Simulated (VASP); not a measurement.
Runs of VASP 6.6.1 on Mg2Ge. Symmetry: Fm-3m, No. 225, cubic system. The conventional cell has a = 6.378 Å, b = 6.378 Å, c = 6.378 Å, α = 90.00°, β = 90.00°, γ = 90.00°. Around Mg (site symmetry -43m) lie 4 Ge at 2.76 Å. Ge (site symmetry m-3m) has 8 Mg at 2.76 Å as nearest neighbours. 

```tsv
task	cell	k mesh	cutoff (eV)	smearing	gap on the mesh (eV)	pressure (GPa)	relaxed volume (Å³/atom)
single point	Fm-3m, 21.62 Å³/atom	6 × 6 × 6	520	gaussian 0.1 eV	0.08	(a)	-
relaxation of cell and atoms	relaxed	10 × 10 × 10	600	gaussian 0.01 eV	0.08	0.0	21.44
relaxation of cell and atoms	relaxed from: cell and atoms relaxed tightly for response	10 × 10 × 10	600	gaussian 0.01 eV	0.08	0.0	21.45
single point	cell and atoms relaxed tightly for response	10 × 10 × 10	520	gaussian 0.01 eV	0.08	-0.1	-
single point	Fm-3m, 21.48 Å³/atom	10 × 10 × 10	520	gaussian 0.01 eV	0.08	-0.1	-
```

Alike in all rows: level PBEsol; potentials or basis VASP PAW PBE potentials, release 64 (Mg, Ge_d); no spin polarisation.

Question: Fill in the values left out.

Answer: (a) -0.5.

Caveats: the PAW data sets were made with another functional, which shifts forces and pressure a little.

A k mesh can miss the band edges, and the runs leave out spin-orbit coupling on Ge.
